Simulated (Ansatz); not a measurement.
Crystal: MnO2.

```
Mn O
1.0
    -4.90750    4.90750    1.42350
     4.90750   -4.90750    1.42350
     4.90750    4.90750   -1.42350
Mn O
4 8
Direct
  0.83000 0.65000 0.48000
  0.65000 0.17000 0.82000
  0.17000 0.35000 0.52000
  0.35000 0.83000 0.18000
  0.45800 0.16000 0.61800
  0.16000 0.54200 0.70200
  0.54200 0.84000 0.38200
  0.84000 0.45800 0.29800
  0.20500 0.16000 0.36500
  0.16000 0.79500 0.95500
  0.79500 0.84000 0.63500
  0.84000 0.20500 0.04500
```

Measurements of this composition are mostly on another form, of space group No. 136.

Alike in all runs: program Ansatz 0.2.0; functional PBE; potentials or basis Ansatz PAW; cutoff 420 eV (not typed: the program's choice for these potentials); k mesh 10 × 10 × 10; occupations fermi-dirac, width 0.05 eV.

The same cell was started in several ways:

| start | free energy over the lowest (meV/atom) | net moment (μB) | site or absolute moments (μB) | gap |
| --- | --- | --- | --- | --- |
| no spin polarisation | 314.2 | - | - | none (metal or under the smearing width) |
| collinear spin, antiferromagnetic start of up to 4 μB | 0.0 | 0.00 | Mn +2.32, -2.32; O +0.04, -0.04, +0.02, -0.02 | 0.54 eV |
| collinear spin, ferromagnetic start of up to 4 μB | 27.8 | 12.00 | Mn +2.42; O +0.12, +0.04 | 0.70 eV |
| collinear spin, ferrimagnetic start of up to 4 μB | 0.0 | 0.00 | Mn +2.32, -2.32; O +0.04, -0.04, +0.02, -0.02 | 0.54 eV |
| collinear spin, random start of up to 4.23 μB | 11.9 | -6.00 | Mn -2.37, +2.27, -2.36; O -0.05, +0.03, -0.12, -0.11, -0.02, +0.02, -0.03, -0.04 | 0.69 eV |

The spin-polarised runs without a constraint all converged, yet they end up to 28 meV/atom apart: a converged run can sit in a state that isn't the lowest. Allowing spin polarisation gains 314 meV/atom. A still lower state may exist.

Caveats: the magnetic or orbital state may not be the lowest (some runs); semilocal functionals often make such compounds metallic where correlation or magnetic order opens a gap, which also shifts bond lengths (some runs); forces of over 1 eV/Å show positions far from the minimum, so gaps and moduli don't describe the material at rest (some runs).
